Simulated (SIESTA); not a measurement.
SnO2 (Cassiterite):

```
Sn O
1.0
     4.73800    0.00000    0.00000
     0.00000    4.73800    0.00000
     0.00000    0.00000    3.18650
Sn O
2 4
Cartesian
  2.3690 2.3690 1.5933
  0.0000 0.0000 0.0000
  3.8240 0.9140 1.5933
  3.2830 3.2830 0.0000
  0.9140 3.8240 1.5933
  1.4550 1.4550 0.0000
```

- Program: SIESTA 5.4.2
- Task: relaxation of cell and atoms
- Functional: PBE
- Potentials or basis: PseudoDojo 0.4 standard (PBE files)
- Basis: SZ (energy shift 0.01 Ry)
- Grid cutoff: 800 Ry
- Energy shift: 0.01 Ry
- k mesh: 4 × 4 × 6
- Occupations: fermi-dirac, width 0.05 eV
- Spin: no spin polarisation

At the start: pressure 19.5 GPa; volume 11.92 Å³/atom.

Q: How do energy, volume and symmetry change on relaxing?

A: Over 11 steps the energy falls by 69.2 meV/atom and the volume is 12.97 Å³/atom (+8.8 %); space group P4_2/mnm (No. 136, to 0.05 Å).

Step by step:
```
step  energy change (eV)  largest force (eV/Å)  pressure (GPa)  volume (Å³)
   1              0.0000                0.4882           19.53        71.53
   2             -0.1033                0.2049           16.40        72.28
   3             -0.3508                0.4932            5.21        75.81
   4             -0.3887                0.4779            1.51        77.23
   5             -0.4066                0.2828           -0.37        78.06
   6             -0.4127                0.0785           -0.66        78.25
   7             -0.4136                0.0006           -0.35        78.14
   8             -0.4138                0.0131           -0.19        78.07
   9             -0.4142                0.0243            0.05        77.94
  10             -0.4146                0.0268            0.25        77.83
  11             -0.4150                0.0178            0.24        77.80
```

Final structure:
```xyz
6
Lattice="4.8282 0.0000 0.0000 0.0000 4.8282 0.0000 0.0000 0.0000 3.3374" Properties=species:S:1:pos:R:3 pbc="T T T"
Sn    2.4141    2.4141    1.6687
Sn    0.0000    0.0000    0.0000
O     3.8974    0.9309    1.6687
O     3.3450    3.3450    0.0000
O     0.9309    3.8974    1.6687
O     1.4833    1.4833    0.0000
```

Caveat: the basis has no polarisation orbitals; the basis of atomic orbitals isn't converged, which shifts pressures, moduli and gaps.
